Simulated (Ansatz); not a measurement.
## GaSb: changing the functional

Symmetry: F-43m, No. 216, cubic system. Conventional cell: a = 6.118 Å, b = 6.118 Å, c = 6.118 Å, α = 90.00°, β = 90.00°, γ = 90.00°. Around Sb (site symmetry -43m) lie 4 Ga at 2.65 Å. Ga (site symmetry -43m) has 4 Sb at 2.65 Å as nearest neighbours.

Kept alike: task band structure; k mesh 8 × 8 × 8; occupations fermi-dirac, width 0.05 eV; no spin polarisation. Program: Ansatz, all-electron LAPW, scalar-relativistic. The mesh is that of the run's cell of 2 atoms. No spin-orbit coupling.

| functional | band gap (eV) | pressure (GPa) |
| --- | --- | --- |
| BLYP | 0.05 or less | 5.35 |
| LDA | 0.05 or less | -1.70 |
| PBE | 0.05 or less | 2.34 |
| PBEsol | 0.05 or less | -0.15 |
| RPBE | 0.143 | 3.89 |
| revPBE | 0.115 | 3.46 |

Pressure is positive in compression. Spin-orbit coupling, left out here, moves the band edges of heavy atoms and can close or invert small gaps. Gaps are the smaller of the mesh's and the band path's.

The band gap runs from 0.05 or less (BLYP; LDA; PBE; PBEsol) to 0.143 eV (RPBE). The pressure runs from -1.70 (LDA) to 5.35 GPa (BLYP). From PBE: BLYP +3.01; LDA -4.04; PBEsol -2.49; RPBE +1.55; revPBE +1.12. A positive pressure means that the functional's own cell is larger than the one given, a negative one that it is smaller.

At this fixed cell, PBEsol is nearly stress-free, while LDA favours a smaller cell and the other functionals a larger one. Among PBEsol, PBE, revPBE and RPBE, the pressure rises in that order, probably because stronger gradient enhancement of exchange favours inhomogeneous density and so weakens the Ga–Sb bonds. The gap does not follow the pressure: BLYP has the highest pressure but no resolved gap, whereas RPBE and revPBE retain small ones.

GaSb is well known as a direct-gap semiconductor with a clearly larger gap than any found here. The shortfall is typical of semilocal Kohn–Sham eigenvalues, which lack the derivative discontinuity, so the unresolved gaps are no evidence of a semimetal. The conduction-band minimum at Γ is an antibonding s-like state, which falls relative to the p-like valence top as the bonds lengthen. Relaxing each cell would therefore probably narrow the RPBE and revPBE gaps, so their apparent advantage at this common geometry does not establish a better description of the electronic structure.
